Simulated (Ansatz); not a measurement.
# Cu: which structure wins at one pressure, part 3 of 3

Aim: bring Cu in several structures (fcc, bcc, hcp, omega, diamond, simple hexagonal) to one pressure and rank them by enthalpy. The pressure is set by scaling the first phase. The runs shown use PAW.

Ansatz 0.2.0; DFT PBE; a cell built from a prototype (fcc type), not taken from measurement.

### 11 The output, continued: diamond relaxed under pressure, PAW files

Output, continued:

```text
SCF iter   4: F=—  HF=-13248.241005 eV  |F-HF|=—  |Δ(HF+E_count)|=   3.87e-5  Δρ=1.59e-4  dr2=4.49e-6  ethr=4.09e-7  ⟨swp⟩=2.2  Hψ=3062  notcnv=0
SCF iter   5: F=—  HF=-13248.241008 eV  |F-HF|=—  |Δ(HF+E_count)|=   2.94e-6  Δρ=1.10e-4  dr2=2.65e-6  ethr=1.18e-8  ⟨swp⟩=2.3  Hψ=2867  notcnv=0
SCF iter   6: F=-13248.241008 eV  HF=-13248.241008 eV  |F-HF|=4.53e-9  |Δ(HF+E_count)|=   6.47e-8  Δρ=5.25e-6  dr2=5.77e-9  ethr=5.26e-10  ⟨swp⟩=6.6  Hψ=12827  notcnv=0
SCF 7 converged in 6 iterations: F = -13248.241008 eV  dr2 = 5.77e-9
relax step   7: F+E_penalty+E_count = -13248.24100830 eV  Δ(F+E_penalty+E_count) = +1.506e-2 eV  max|allowed force component| = 4.510e-17 eV/Å  Δτ_max = 0.0000 Å  P = -3.230 GPa  Ω = 41.204 Å³  energy of the carried Pulay correction = -3.792e-4 eV  (6 SCF iters, dr2 threshold 2.00e-7 eV, accepted)
Crystal: 2 atoms, lattice volume = 41.663 Å³
Basis set: ecut = 420 eV, 869 PW (Γ), exchange–correlation on 54×54×54 points (8 copies of the dense FFT grid, shifted against one another)
iter 1 solved again at ethr=6.46e-6 eV; its pass at ethr=3.10e-3 eV (dr2=2.45e-3 eV) is discarded
SCF iter   1: F=—  HF=-13248.231354 eV  |F-HF|=—  |Δ(HF+E_count)|=         —  Δρ=2.83e-3  dr2=2.28e-3  ethr=6.46e-6  ⟨swp⟩=2.1  Hψ=8847  notcnv=0
preconditioner: auto → none  [insulator: Δε(μ)=0.191 eV  Ē_g=7.370 eV  σ=0.050 eV  W_gap=0.58  n_scr=14 (ndim 8)  ℏωp=27.0 eV  f_vac=0.179  D(μ)=0.79/eV (n_scr^D=0)  ε∞_Penn≈14.4]
SCF iter   2: F=—  HF=-13248.232052 eV  |F-HF|=—  |Δ(HF+E_count)|=   6.98e-4  Δρ=4.64e-3  dr2=5.13e-3  ethr=5.99e-6  ⟨swp⟩=2.0  Hψ=3474  notcnv=0  recentre
SCF iter   3: F=—  HF=-13248.230943 eV  |F-HF|=—  |Δ(HF+E_count)|=   1.11e-3  Δρ=3.65e-4  dr2=4.79e-5  ethr=5.99e-6  ⟨swp⟩=2.0  Hψ=2826  notcnv=0
SCF iter   4: F=—  HF=-13248.230931 eV  |F-HF|=—  |Δ(HF+E_count)|=   1.22e-5  Δρ=8.66e-5  dr2=1.24e-6  ethr=1.26e-7  ⟨swp⟩=2.0  Hψ=2669  notcnv=0
SCF iter   5: F=—  HF=-13248.230931 eV  |F-HF|=—  |Δ(HF+E_count)|=   8.46e-7  Δρ=4.54e-5  dr2=4.66e-7  ethr=5.26e-10  ⟨swp⟩=8.9  Hψ=13872  notcnv=0
SCF iter   6: F=-13248.230931 eV  HF=-13248.230931 eV  |F-HF|=3.46e-11  |Δ(HF+E_count)|=   1.35e-8  Δρ=1.00e-6  dr2=1.48e-10  ethr=5.26e-10  ⟨swp⟩=7.6  Hψ=11402  notcnv=0
SCF 8 converged in 6 iterations: F = -13248.230931 eV  dr2 = 1.48e-10
relax step   8: F+E_penalty+E_count = -13248.23093143 eV  Δ(F+E_penalty+E_count) = +1.008e-2 eV  max|allowed force component| = 5.898e-17 eV/Å  Δτ_max = 0.0000 Å  P = -3.620 GPa  Ω = 41.663 Å³  energy of the carried Pulay correction = -6.249e-4 eV  (6 SCF iters, dr2 threshold 2.00e-7 eV, accepted)
Crystal: 2 atoms, lattice volume = 41.764 Å³
iter 1 solved again at ethr=3.06e-7 eV; its pass at ethr=3.10e-3 eV (dr2=1.16e-4 eV) is discarded
SCF iter   1: F=—  HF=-13248.228596 eV  |F-HF|=—  |Δ(HF+E_count)|=         —  Δρ=6.14e-4  dr2=1.07e-4  ethr=3.06e-7  ⟨swp⟩=2.2  Hψ=8335  notcnv=0
preconditioner: auto → none  [insulator: Δε(μ)=0.188 eV  Ē_g=7.341 eV  σ=0.050 eV  W_gap=0.58  n_scr=14 (ndim 8)  ℏωp=27.0 eV  f_vac=0.182  D(μ)=0.79/eV (n_scr^D=0)  ε∞_Penn≈14.5]
SCF iter   2: F=—  HF=-13248.228636 eV  |F-HF|=—  |Δ(HF+E_count)|=   3.95e-5  Δρ=1.00e-3  dr2=2.40e-4  ethr=2.82e-7  ⟨swp⟩=2.0  Hψ=3148  notcnv=0  recentre
SCF iter   3: F=—  HF=-13248.228579 eV  |F-HF|=—  |Δ(HF+E_count)|=   5.68e-5  Δρ=7.84e-5  dr2=2.21e-6  ethr=2.82e-7  ⟨swp⟩=2.0  Hψ=2810  notcnv=0
SCF iter   4: F=—  HF=-13248.228578 eV  |F-HF|=—  |Δ(HF+E_count)|=   5.01e-7  Δρ=1.74e-5  dr2=4.75e-8  ethr=5.82e-9  ⟨swp⟩=2.0  Hψ=2649  notcnv=0
SCF iter   5: F=—  HF=-13248.228578 eV  |F-HF|=—  |Δ(HF+E_count)|=   4.08e-8  Δρ=1.00e-5  dr2=2.34e-8  ethr=4.24e-11  ⟨swp⟩=7.2  Hψ=11340  notcnv=0
SCF iter   6: F=-13248.228578 eV  HF=-13248.228578 eV  |F-HF|=9.09e-12  |Δ(HF+E_count)|=  1.51e-10  Δρ=1.82e-7  dr2=5.19e-12  ethr=4.24e-11  ⟨swp⟩=6.8  Hψ=10201  notcnv=0
SCF 9 converged in 6 iterations: F = -13248.228578 eV  dr2 = 5.19e-12
relax step   9: F+E_penalty+E_count = -13248.22857836 eV  Δ(F+E_penalty+E_count) = +2.353e-3 eV  max|allowed force component| = 4.510e-17 eV/Å  Δτ_max = 0.0000 Å  P = -3.701 GPa  Ω = 41.764 Å³  energy of the carried Pulay correction = -6.823e-4 eV  (6 SCF iters, accepted)
iter 1 solved again at ethr=2.66e-8 eV; its pass at ethr=3.10e-3 eV (dr2=1.01e-5 eV) is discarded
SCF iter   1: F=—  HF=-13248.227731 eV  |F-HF|=—  |Δ(HF+E_count)|=         —  Δρ=4.18e-4  dr2=2.17e-6  ethr=2.66e-8  ⟨swp⟩=3.1  Hψ=13166  notcnv=0
preconditioner: auto → none  [insulator: Δε(μ)=0.188 eV  Ē_g=7.337 eV  σ=0.050 eV  W_gap=0.58  n_scr=14 (ndim 8)  ℏωp=27.0 eV  f_vac=0.182  D(μ)=0.79/eV (n_scr^D=0)  ε∞_Penn≈14.5]
SCF iter   2: F=—  HF=-13248.228754 eV  |F-HF|=—  |Δ(HF+E_count)|=   1.02e-3  Δρ=2.09e-4  dr2=4.49e-7  ethr=5.71e-9  ⟨swp⟩=2.0  Hψ=2782  notcnv=0
SCF iter   3: F=—  HF=-13248.229070 eV  |F-HF|=—  |Δ(HF+E_count)|=   3.16e-4  Δρ=7.41e-5  dr2=9.19e-7  ethr=1.18e-9  ⟨swp⟩=2.1  Hψ=3101  notcnv=0
SCF iter   4: F=—  HF=-13248.229077 eV  |F-HF|=—  |Δ(HF+E_count)|=   7.47e-6  Δρ=3.17e-5  dr2=6.74e-8  ethr=1.18e-9  ⟨swp⟩=2.0  Hψ=2827  notcnv=0
SCF iter   5: F=—  HF=-13248.229083 eV  |F-HF|=—  |Δ(HF+E_count)|=   6.03e-6  Δρ=3.27e-6  dr2=1.69e-9  ethr=1.77e-10  ⟨swp⟩=2.2  Hψ=2588  notcnv=0
SCF iter   6: F=—  HF=-13248.229083 eV  |F-HF|=—  |Δ(HF+E_count)|=   5.33e-8  Δρ=2.92e-7  dr2=2.66e-11  ethr=4.45e-12  ⟨swp⟩=2.0  Hψ=2820  notcnv=0
SCF iter   7: F=-13248.229083 eV  HF=-13248.229083 eV  |F-HF|=1.82e-12  |Δ(HF+E_count)|=  2.91e-11  Δρ=4.77e-8  dr2=9.62e-13  ethr=1.00e-12  ⟨swp⟩=5.0  Hψ=7921  notcnv=0
SCF 10 converged in 7 iterations: F = -13248.229083 eV  dr2 = 9.62e-13
relax step  10: F+E_penalty+E_count = -13248.22908348 eV  Δ(F+E_penalty+E_count) = -5.051e-4 eV  max|allowed force component| = 5.089e-17 eV/Å  Δτ_max = 0.0000 Å  P = -3.744 GPa  Ω = 41.764 Å³  stress off target by 4.35e-2 GPa  SCF on the basis re-selected at this cell (its energy is not comparable with the rows above)  (7 SCF iters)
basis re-selected at this cell: Δ(F+E_penalty+E_count) = -5.051e-4 eV, ΔP = -0.043 GPa vs the last step (what re-selecting the basis moved, of the pressure what is left beyond the Pulay correction that the steps carried, after the strain that the cell walked since its last selection, with what the two solves' SCF thresholds leave and, on support functions, any second-order correction that the steps lacked; it is no measure of the basis error at this ecutwfc). This SCF's stress stands 4.35e-2 GPa from its target on what of the cell is left free (relax.cell.stress_tol is 3.00e-2 GPa) and its largest allowed force component is 5.09e-17 eV/Å (relax.f_tol is 5.00e-3 eV/Å): not within both, so this SCF does not close the relaxation
Crystal: 2 atoms, lattice volume = 41.710 Å³
iter 1 solved again at ethr=8.36e-8 eV; its pass at ethr=3.10e-3 eV (dr2=3.18e-5 eV) is discarded
SCF iter   1: F=—  HF=-13248.230366 eV  |F-HF|=—  |Δ(HF+E_count)|=         —  Δρ=3.30e-4  dr2=3.08e-5  ethr=8.36e-8  ⟨swp⟩=2.6  Hψ=8592  notcnv=0
preconditioner: auto → none  [insulator: Δε(μ)=0.187 eV  Ē_g=7.340 eV  σ=0.050 eV  W_gap=0.58  n_scr=14 (ndim 8)  ℏωp=27.0 eV  f_vac=0.180  D(μ)=0.79/eV (n_scr^D=0)  ε∞_Penn≈14.5]
SCF iter   2: F=—  HF=-13248.230380 eV  |F-HF|=—  |Δ(HF+E_count)|=   1.42e-5  Δρ=5.40e-4  dr2=6.95e-5  ethr=8.10e-8  ⟨swp⟩=2.0  Hψ=3117  notcnv=0
SCF iter   3: F=—  HF=-13248.230362 eV  |F-HF|=—  |Δ(HF+E_count)|=   1.83e-5  Δρ=3.28e-5  dr2=3.56e-7  ethr=8.10e-8  ⟨swp⟩=2.0  Hψ=2818  notcnv=0
SCF iter   4: F=—  HF=-13248.230357 eV  |F-HF|=—  |Δ(HF+E_count)|=   4.75e-6  Δρ=9.42e-6  dr2=1.46e-8  ethr=9.36e-10  ⟨swp⟩=2.0  Hψ=2706  notcnv=0
SCF iter   5: F=-13248.230357 eV  HF=-13248.230357 eV  |F-HF|=1.40e-10  |Δ(HF+E_count)|=   9.31e-9  Δρ=1.76e-6  dr2=8.84e-10  ethr=1.25e-11  ⟨swp⟩=6.8  Hψ=10549  notcnv=0
SCF 11 converged in 5 iterations: F = -13248.230357 eV  dr2 = 8.84e-10
relax step  11: F+E_penalty+E_count = -13248.23035744 eV  Δ(F+E_penalty+E_count) = -1.274e-3 eV  max|allowed force component| = 5.667e-17 eV/Å  Δτ_max = 0.0000 Å  P = -3.699 GPa  Ω = 41.710 Å³  energy of the carried Pulay correction = +2.168e-5 eV  (5 SCF iters, dr2 threshold 4.74e-9 eV, accepted)
iter 1 solved again at ethr=1.93e-8 eV; its pass at ethr=3.10e-3 eV (dr2=7.35e-6 eV) is discarded
SCF iter   1: F=—  HF=-13248.230338 eV  |F-HF|=—  |Δ(HF+E_count)|=         —  Δρ=2.74e-6  dr2=7.73e-10  ethr=1.93e-8  ⟨swp⟩=3.1  Hψ=13279  notcnv=0
preconditioner: auto → none  [insulator: Δε(μ)=0.188 eV  Ē_g=7.342 eV  σ=0.050 eV  W_gap=0.58  n_scr=14 (ndim 8)  ℏωp=27.0 eV  f_vac=0.180  D(μ)=0.79/eV (n_scr^D=0)  ε∞_Penn≈14.5]
SCF iter   2: F=—  HF=-13248.230342 eV  |F-HF|=—  |Δ(HF+E_count)|=   3.78e-6  Δρ=3.30e-6  dr2=2.79e-9  ethr=2.03e-12  ⟨swp⟩=3.1  Hψ=4456  notcnv=0
SCF iter   3: F=—  HF=-13248.230342 eV  |F-HF|=—  |Δ(HF+E_count)|=  5.04e-10  Δρ=1.09e-6  dr2=1.23e-10  ethr=2.03e-12  ⟨swp⟩=2.0  Hψ=3126  notcnv=0
SCF iter   4: F=—  HF=-13248.230342 eV  |F-HF|=—  |Δ(HF+E_count)|=  3.82e-11  Δρ=3.47e-7  dr2=1.21e-11  ethr=1.00e-12  ⟨swp⟩=1.0  Hψ=1932  notcnv=0
SCF iter   5: F=-13248.230342 eV  HF=-13248.230342 eV  |F-HF|=3.64e-12  |Δ(HF+E_count)|=  1.09e-11  Δρ=5.57e-8  dr2=5.99e-13  ethr=1.00e-12  ⟨swp⟩=5.0  Hψ=7610  notcnv=0
SCF 12 converged in 5 iterations: F = -13248.230342 eV  dr2 = 5.99e-13
relax step  12: F+E_penalty+E_count = -13248.23034202 eV  Δ(F+E_penalty+E_count) = +1.543e-5 eV  max|allowed force component| = 6.129e-17 eV/Å  Δτ_max = 0.0000 Å  P = -3.699 GPa  Ω = 41.710 Å³  stress off target by 1.13e-3 GPa  SCF on the basis re-selected at this cell (its energy is not comparable with the rows above)  (5 SCF iters)
basis re-selected at this cell: Δ(F+E_penalty+E_count) = +1.543e-5 eV, ΔP = +0.000 GPa vs the last step (what re-selecting the basis moved, of the pressure what is left beyond the Pulay correction that the steps carried, after the strain that the cell walked since its last selection, with what the two solves' SCF thresholds leave and, on support functions, any second-order correction that the steps lacked; it is no measure of the basis error at this ecutwfc). This SCF's stress stands 1.13e-3 GPa from its target on what of the cell is left free (relax.cell.stress_tol is 3.00e-2 GPa) and its largest allowed force component is 6.13e-17 eV/Å (relax.f_tol is 5.00e-3 eV/Å): within both
SCF converged after 5 iterations
Free energy (F): -13248.230342 eV
Harris-Foulkes:  -13248.230342 eV  (|F-HF|=3.64e-12)
Internal energy: -13248.223865 eV  (E = F + TS)
E sigma→0 (E₀):  -13248.227103 eV
Entropy (-TS):   -0.006477 eV (-3.239 meV/atom)
Fermi energy:    7.308372 eV
--- Per-component energies (eV) ---
  E_band       = -1046.004083
  E_kinetic    = 598.025361
  E_local      = -10791.658203  (includes V_loc(G=0)·N_el)
  E_nonlocal   = 789.641277
  E_hartree    = 4752.064173
  E_xc         = -174.453251
  E_vxc        = -224.707260  (∫ρ·V_xc dr)
  E_paw        = -3335.290608  (= ΣΔE_a)
  E_vpaw       = -921.434174  (= ΣTr[D̂ρ^β])
  E_aug_tail   = 0.000672  (compensation charges beyond the density's cutoff)
  E_ewald      = -5086.553285
  E_smearing   = -0.006477  (= −TS)
  E_closure    = -0.000000  (closes the sum)
  Σ components = -13248.230342   (vs F -13248.230342, Δ=0.00e0)
--- Forces (eV/Å), atoms counted from 1 ---
  atom   1  Cu    -0.00000000    -0.00000000    -0.00000000
  atom   2  Cu     0.00000000     0.00000000     0.00000000
  max |Σ_I F_I| component: 9.25e-18 eV/Å
--- Stress (GPa, compression-positive) ---
       -3.698866       0.000000       0.000000
        0.000000      -3.698866      -0.000000
        0.000000      -0.000000      -3.698866
  P = ⅓ Tr σ = -3.6989 GPa (-36.989 kbar)
--- Band table (eV; the first three rows and the last of 84) ---
  k-point 0: bands = ["-104.4959", "-104.4715", "-61.9056", "-61.9056", "-61.9056", "-61.8379", "-61.8379", "-61.8379", "1.4826", "4.6620", "4.6620", "4.6620", "4.6934", "4.6934", "5.6456", "5.6456", "5.6456", "6.2070", "6.2070", "16.4800", "16.4800", "16.4800", "17.4705"]
  k-point 1: bands = ["-104.4957", "-104.4717", "-61.9059", "-61.9059", "-61.9053", "-61.8382", "-61.8376", "-61.8376", "1.5693", "4.6148", "4.6148", "4.6634", "4.7542", "4.7542", "5.6290", "5.6425", "5.6425", "6.2076", "6.2076", "15.0811", "16.0660", "16.0660", "17.8560"]
  k-point 2: bands = ["-104.4949", "-104.4725", "-61.9069", "-61.9069", "-61.9045", "-61.8391", "-61.8366", "-61.8366", "1.8255", "4.5773", "4.5773", "4.6689", "4.8254", "4.8254", "5.5850", "5.6403", "5.6403", "6.2073", "6.2073", "13.1960", "15.4565", "15.4565", "17.7421"]
  k-point 83: bands = ["-104.4847", "-104.4825", "-61.9172", "-61.9163", "-61.8759", "-61.8680", "-61.8274", "-61.8265", "4.4137", "4.4229", "4.6157", "4.7030", "5.1191", "5.2034", "5.3131", "5.4460", "6.3020", "6.3153", "7.4724", "8.1471", "9.3506", "9.9886", "18.3752"]
--- Relaxed structure (9 steps of the walk, 9 accepted, 3 SCFs on fresh bases) ---
  F+E_penalty+E_count = -13248.23034202 eV   max|allowed force component| = 6.129e-17 eV/Å   (the final SCF, on the basis selected at the relaxed cell)
  cell:  # Å, volume = 41.7098 Å³
    - [4.031713123895335e-33, 2.752555607644371, 2.752555607644371]
    - [2.752555607644371, 1.2961352580011163e-33, 2.752555607644371]
    - [2.752555607644371, 2.752555607644371, 1.206966250292143e-33]
  atoms:
    - { symbol: Cu, position: [-0.12499999999999999, -0.12499999999999999, -0.12499999999999999] }
    - { symbol: Cu, position: [0.12499999999999999, 0.12499999999999999, 0.12499999999999999] }
```

Wall time 17 s (2 threads of Intel Xeon Platinum 8488C (Sapphire Rapids), shared host); peak memory 0.45 GiB.

Relaxation path:

```csv
step,energy from step 1 (eV/cell),largest force component (eV/Å),pressure (GPa),volume (Å³)
1,0.0000,0.0000,18.73,31.19
2,-0.2597,0.0000,7.42,34.52
3,-0.3327,0.0000,-0.84,38.55
4,-0.2909,0.0000,-4.54,40.95
5,-0.3058,0.0000,-3.70,40.38
6,-0.3258,0.0000,-2.45,40.38
7,-0.3107,0.0000,-3.23,41.20
8,-0.3007,0.0000,-3.62,41.66
9,-0.2983,0.0000,-3.70,41.76
10,-0.2988,0.0000,-3.74,41.76
11,-0.3001,0.0000,-3.70,41.71
12,-0.3001,0.0000,-3.70,41.71
```

Step 1 is the start. Steps 6, 10, 12 repeat the geometry before on a plane-wave basis chosen anew for that cell, so the energy can jump there without any move; the table keeps such jumps.

| input's cell | before | after | change |
| --- | --- | --- | --- |
| a (Å) | 3.533 | 3.893 | +10.2 % |
| b (Å) | 3.533 | 3.893 | +10.2 % |
| c (Å) | 3.533 | 3.893 | +10.2 % |
| volume (Å³/atom) | 15.60 | 20.85 | +33.7 % |

In short: pressure -3.70 GPa; no gap.

### 12 Simple hexagonal relaxed under pressure, PAW

File input.yaml:

```yaml
crystal:
  lattice:
    - [2.5073267834, 0.0, 0.0]
    - [-1.2536633917, 2.17140869, 0.0]
    - [0.0, 0.0, 2.3568871764]
  atoms:
    - { symbol: Cu, position: [0.0, 0.0, 0.0] }
kpoints:
  mp_grid: { grid: [18, 18, 16] }
scf:
  occupations: { method: fermi_dirac, width: 0.05 }
hamiltonian:
  xc: pbe
  pseudopotentials: { kind: paw }
output:
  forces: true
  stress: true
  eigenvalues: true
relax:
  f_tol: 0.005
  max_steps: 40
  cell: { p_target: -3.7, stress_tol: 0.03 }
```

Started as:

```sh
$ ansatz run input.yaml --threads 2 --pin off --max-ram 5120MiB --backend cpu --events-out ev --progress --plain --runs-dir out
```

What it wrote, cut to the lines that bear on the results:

```text
[...]
[... 3 set-up lines as earlier in the session ...]
[...]
Crystal: 1 atoms, lattice volume = 12.832 Å³
Basis set: ecut = 420 eV, 253 PW (Γ), exchange–correlation on 36×36×32 points (8 copies of the dense FFT grid, shifted against one another)
Bands: 14, of which v1, the nominal top of the filled ones, is band 10 counted from 1 (9 counted from 0)
[...]
relax step   4: F+E_penalty+E_count = -6624.90458146 eV  Δ(F+E_penalty+E_count) = +1.423e-3 eV  max|allowed force component| = 0.000e0 eV/Å  Δτ_max = 0.0000 Å  P = -3.693 GPa  Ω = 13.473 Å³  energy of the carried Pulay correction = -4.192e-4 eV  (6 SCF iters, dr2 threshold 1.00e-7 eV, accepted)
[...]
SCF iter   3: F=—  HF=-6624.904930 eV  |F-HF|=—  |Δ(HF+E_count)|=   1.38e-4  Δρ=1.18e-5  dr2=4.26e-9  ethr=4.61e-9  ⟨swp⟩=1.4  Hψ=4811  notcnv=0
```

### 13 More of the same log: simple_hexagonal relaxed under pressure, PAW files

Output, continued, cut to the lines that bear on the results:

```text
SCF iter   4: F=—  HF=-6624.904930 eV  |F-HF|=—  |Δ(HF+E_count)|=   3.43e-8  Δρ=3.44e-6  dr2=9.40e-10  ethr=2.24e-11  ⟨swp⟩=2.2  Hψ=7407  notcnv=0
[...]
relax step   5: F+E_penalty+E_count = -6624.90493005 eV  Δ(F+E_penalty+E_count) = -3.486e-4 eV  max|allowed force component| = 0.000e0 eV/Å  Δτ_max = 0.0000 Å  P = -3.709 GPa  Ω = 13.473 Å³  stress off target by 3.24e-2 GPa  SCF on the basis re-selected at this cell (its energy is not [...]
--- Relaxed structure (5 steps of the walk, 5 accepted, 2 SCFs on fresh bases) ---
  F+E_penalty+E_count = -6624.90496397 eV   max|allowed force component| = 0.000e0 eV/Å   (the final SCF, on the basis selected at the relaxed cell)
  cell:  # Å, volume = 13.4720 Å³
    - [2.512472046478159, 7.014950802725144e-33, 1.168822752865094e-33]
    - [-1.2562360232390795, 2.1758646185483626, 1.559134922043192e-33]
    - [1.292580456115852e-33, 2.326644821008534e-33, 2.4643220362231033]
  atoms:
    - { symbol: Cu, position: [0.0, 0.0, 0.0] }
```

It took 10 s on 2 threads of Intel Xeon Platinum 8488C (Sapphire Rapids), shared host; peak memory 0.42 GiB.

Relaxation path:

```csv
step,energy from step 1 (eV/cell),largest force component (eV/Å),pressure (GPa),volume (Å³)
1,0.0000,0.0000,1.63,12.83
2,-0.0076,0.0000,-0.81,13.09
3,-0.0086,0.0000,-3.20,13.40
4,-0.0071,0.0000,-3.69,13.47
5,-0.0075,0.0000,-3.71,13.47
6,-0.0075,0.0000,-3.70,13.47
7,-0.0075,0.0000,-3.70,13.47
```

Step 1 is the start. Steps 5, 7 repeat the geometry before on a plane-wave basis chosen anew for that cell, so the energy can jump there without any move; the table keeps such jumps.

| input's cell | before | after | change |
| --- | --- | --- | --- |
| a (Å) | 2.507 | 2.512 | +0.2 % |
| b (Å) | 2.507 | 2.512 | +0.2 % |
| c (Å) | 2.357 | 2.464 | +4.6 % |
| volume (Å³/atom) | 12.83 | 13.47 | +5.0 % |

In short: pressure -3.70 GPa; no gap.

### 14 All runs together

Enthalpy per atom, H = F + pV at p = -3.7 GPa, from each method's lowest phase:

```
method             start  space group, start → end  volume (Å³/atom)  pressure (GPa)  enthalpy (meV/atom)
   PAW               fcc             Fm-3m → Fm-3m            12.308            -3.7                  0.0
   PAW               bcc             Im-3m → Im-3m            12.354            -3.7                 39.4
   PAW               hcp       P6_3/mmc → P6_3/mmc            12.312            -3.7                  8.3
   PAW             omega           P6/mmm → P6/mmm            12.540            -3.7                 72.8
   PAW           diamond             Fd-3m → Fd-3m            20.855            -3.7                859.2
   PAW  simple hexagonal           P6/mmm → P6/mmm            13.472            -3.7                239.9
```

### 15 What came out

The summary covers parts 1 to 3.

| quantity | value |
| --- | --- |
| pressure | -3.7 GPa |
| lowest (PAW) | fcc, 8.3 meV/atom under hcp |

In words: By PAW the order is fcc < hcp < bcc < omega < simple hexagonal < diamond. Only these structures were tried, with electrons smeared by 0.05 eV and without vibrations, so the true ground state may be another. The k meshes differ between phases and weren't tested, which can move differences by some meV.
